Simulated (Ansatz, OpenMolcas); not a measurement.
**CH4N2O (urea): a line through the functionals**

CH4N2O has 8 atoms, charge 0, and is taken as a singlet. SMILES: `NC(N)=O`. The coordinates come from a PBE0-D4/def2-TZVP relaxation. This is one conformer, not always the lowest.

The HOMO–LUMO gap y, in eV, basis def2-SVPD; a is the functional's share of exact exchange. Programs: Ansatz 0.2.0, OpenMolcas 26.06.

| functional | program | a | y (eV) |
| --- | --- | --- | --- |
| r2SCAN | Ansatz | 0 | 6.69 |
| revPBE | Ansatz | 0 | 5.57 |
| B3LYP | Ansatz | 0.2 | ? |
| PBE0 | Ansatz | 0.25 | 8.05 |
| PBE50 | OpenMolcas | 0.5 | 10.42 |
| BHLYP | OpenMolcas | 0.5 | 10.09 |

Problem. Fit y = c + s·a to the known rows and predict B3LYP.

Solution. 
1. Means of the 5 rows: a = 0.2500, y = 8.164.
2. Σ(Δa)² = 0.25, Σ(Δa·Δy) = 2.0625, so the slope is 2.0625/0.25 = 8.25.
3. Intercept: 8.164 − (8.25) × 0.2500 = 6.101. The largest residual of the fit is 0.59.
4. B3LYP: 6.101 + (8.25) × 0.2 = 7.75 eV.

The run gave 7.44 eV, so the prediction is off by +0.31 eV, within the largest residual. Exact exchange lowers occupied levels and raises empty ones. The rows mix families of semi-local functionals, which the line can't see.
